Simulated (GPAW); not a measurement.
The system is PbS (Galena).

```xyz
2
Lattice="0.0000 2.9657 2.9657 2.9657 0.0000 2.9657 2.9657 2.9657 0.0000" Properties=species:S:1:pos:R:3 pbc="T T T"
Pb    0.0000    0.0000    0.0000
S     2.9657    2.9657    2.9657
```

Base run:

| Property | Result |
| --- | --- |
| Program | GPAW 26.7.0 |
| Functional | LDA |
| Potentials or basis | PAW data sets generated in the run's folder for this functional |
| Cutoff | 600 eV |
| Basis | pw |
| k mesh | 6 × 6 × 6 |
| Occupations | fermi-dirac, width 0.05 eV |
| Spin | no spin polarisation |

Its results: band gap on the k mesh 0.19 eV, direct.

Task: The run is repeated on the same cell with these changes: functional from LDA to TB-mBJ; potentials or basis from PAW data sets generated in the run's folder for this functional to GPAW PAW data sets for LDA (gpaw-data 1.2.1). What comes out?

Result: Band gap on the k mesh 0.97 eV, direct.

Caveats: spin-orbit coupling is left out, which as a rule narrows the gap of such compounds by several tenths of an eV; a model potential gives levels but no total energy (some runs).

Not every run made on this cell is shown here.
